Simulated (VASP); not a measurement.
All values below come from PBE GGA, VASP's PBE PAW potentials (set 64) (plane waves; VASP).

VASP input:

INCAR:
```
ALGO  =  Normal
EDIFF  =  1E-6
ENCUT  =  400
GGA  =  PE
ISIF  =  2
ISMEAR  =  1
ISPIN  =  2
LASPH  =  .TRUE.
LCHARG  =  .FALSE.
LMAXMIX  =  6
LORBIT  =  10
LREAL  =  .FALSE.
LWAVE  =  .FALSE.
MAGMOM  =  2.0 0.0
NBANDS  =  11
NELM  =  100
PREC  =  Accurate
SIGMA  =  0.1
SYSTEM  =  CoPt
```

File KPOINTS:
```
Automatic mesh
0
Gamma
12 12 9
0 0 0
```

**POSCAR**
```
CoPt
1
    2.6900000000     0.0000000000     0.0000000000
    0.0000000000     2.6900000000     0.0000000000
    0.0000000000     0.0000000000     3.7000000000
Co Pt
1 1
Direct
  0.0000000000   0.0000000000   0.0000000000
  0.5000000000   0.5000000000   0.5000000000
```

POTCAR, in this order: Co Pt (PBE.64 set). Program: vasp_std.

What VASP printed:

**OSZICAR**
```
       N       E                     dE             d eps       ncg     rms          rms(c)
DAV:   1     0.977631865236E+02    0.97763E+02   -0.75895E+03  6320   0.154E+03
DAV:   2    -0.573088414483E+01   -0.10349E+03   -0.99338E+02  6418   0.313E+02
DAV:   3    -0.141422204128E+02   -0.84113E+01   -0.78960E+01  8866   0.921E+01
DAV:   4    -0.146931201511E+02   -0.55090E+00   -0.47839E+00  8139   0.163E+01
DAV:   5    -0.147099650816E+02   -0.16845E-01   -0.16470E-01  7489   0.268E+00    0.165E+01
DAV:   6    -0.166350135043E+02   -0.19250E+01   -0.30291E+01  8226   0.123E+02    0.235E+01
DAV:   7    -0.133737126502E+02    0.32613E+01   -0.17000E+01  9184   0.116E+02    0.761E+00
DAV:   8    -0.133504936980E+02    0.23219E-01   -0.66459E-01  7612   0.121E+01    0.384E+00
DAV:   9    -0.132840829951E+02    0.66411E-01   -0.23773E-01  8971   0.104E+01    0.106E+00
DAV:  10    -0.132843974354E+02   -0.31444E-03   -0.27889E-02  9159   0.219E+00    0.450E-01
DAV:  11    -0.132839688426E+02    0.42859E-03   -0.58508E-03  8997   0.159E+00    0.198E-01
DAV:  12    -0.132837929527E+02    0.17589E-03   -0.47597E-04  9230   0.431E-01    0.727E-02
DAV:  13    -0.132838055676E+02   -0.12615E-04   -0.55882E-05  8196   0.968E-02    0.318E-02
DAV:  14    -0.132838017331E+02    0.38345E-05   -0.93731E-06  7701   0.675E-02    0.165E-02
DAV:  15    -0.132838004187E+02    0.13144E-05   -0.73892E-06  5083   0.396E-02    0.790E-03
DAV:  16    -0.132838004978E+02   -0.79035E-07   -0.98285E-07  3388   0.181E-02
   1 F= -.13283800E+02 E0= -.13283514E+02  d E =-.858919E-03  mag=     2.1777
```

### OUTCAR
```
------------------------ aborting loop because EDIFF is reached ----------------------------------------
  FORCE on cell =-STRESS in cart. coord.  units (eV):
  Direction    XX          YY          ZZ          XY          YZ          ZX
  --------------------------------------------------------------------------------------
  Total        0.1964023      0.1964023      0.1945122      0.0000000      0.0000000     -0.0000000
  in kB       11.7530599     11.7530599     11.6399515      0.0000000      0.0000000     -0.0000000
  external PRESSURE =      11.7153571 kB  Pullay stress =       0.0000000 kB
  volume of cell :       26.77
      direct lattice vectors                 reciprocal lattice vectors
     2.690000000  0.000000000  0.000000000     0.371747212  0.000000000  0.000000000
     0.000000000  2.690000000  0.000000000     0.000000000  0.371747212  0.000000000
     0.000000000  0.000000000  3.700000000     0.000000000  0.000000000  0.270270270
 POSITION                                       TOTAL-FORCE (eV/Angst)
 -----------------------------------------------------------------------------------
      0.00000      0.00000      0.00000         0.000000      0.000000      0.000000
      1.34500      1.34500      1.85000         0.000000      0.000000      0.000000
 -----------------------------------------------------------------------------------
    total drift:                                0.000000     -0.000000     -0.000000
  FREE ENERGIE OF THE ION-ELECTRON SYSTEM (eV)
  ---------------------------------------------------
  free  energy   TOTEN  =       -13.2838004978 eV

  energy  without entropy=      -13.2829415789  energy(sigma->0) =      -13.28351419

 total charge

# of ion       s       p       d       tot
------------------------------------------
    1        0.410   0.438   7.212   8.060
    2        0.713   0.665   8.038   9.417
--------------------------------------------------
tot          1.123   1.103  15.250  17.477

 magnetization (x)

# of ion       s       p       d       tot
------------------------------------------
    1       -0.002  -0.015   1.864   1.847
    2       -0.015  -0.053   0.418   0.350
--------------------------------------------------
tot         -0.017  -0.068   2.282   2.197
```
(Selected blocks of OUTCAR.)

File OUTCAR:
```
 val. band max:       10.5576378721   @ k =   0.5000   0.0000   0.0000

 cond. band min:      10.5619503689   @ k =   0.5000   0.1667   0.0000


 Fermi energy:        10.5612639278

 spin component 1

 k-point     1 :       0.0000    0.0000    0.0000
  band No.  band energies     occupation
      1       0.8430      1.00000
      2       4.2404      1.00000
      3       4.2589      1.00000
      4       7.1932      1.00000
      5       7.1932      1.00000
      6       7.6598      1.00000
      7       8.5927      1.00000
      8       8.9470      1.00000
      9      10.0865      1.00000
     10      10.1512      1.00000
     11      10.1512      1.00000

 k-point     2 :       0.0833    0.0000    0.0000
  band No.  band energies     occupation
      1       1.0291      1.00000
      2       4.3166      1.00000
      3       4.4125      1.00000
      4       7.1097      1.00000
      5       7.2444      1.00000
      6       7.7055      1.00000
      7       8.5499      1.00000
      8       8.9449      1.00000
      9       9.6109      1.00000
     10       9.9198      1.00000
     11      10.1061      1.00000

 k-point     3 :       0.1667    0.0000    0.0000
  band No.  band energies     occupation
      1       1.5573      1.00000
      2       4.5128      1.00000
      3       4.8715      1.00000
      4       6.8630      1.00000
      5       7.3942      1.00000
      6       7.8097      1.00000
      7       8.4323      1.00000
      8       8.7290      1.00000
      9       8.9701      1.00000
     10       9.4980      1.00000
     11       9.9728      1.00000

 k-point     4 :       0.2500    0.0000    0.0000
  band No.  band energies     occupation
      1       2.3394      1.00000
      2       4.8190      1.00000
      3       5.5239      1.00000
      4       6.4769      1.00000
      5       7.6312      1.00000
      6       7.8665      1.00000
      7       8.0244      1.00000
...
```

Unless said otherwise, spin-orbit coupling is left out, though it shifts the bands of the heavy elements here.

The compound is CoPt in the L1_0 structure. The cell was not relaxed at this level. The run is one of a series of settings (NBANDS = 11 against the base run), some of them coarse on purpose. VASP warned that the highest band is occupied, so more bands are needed.
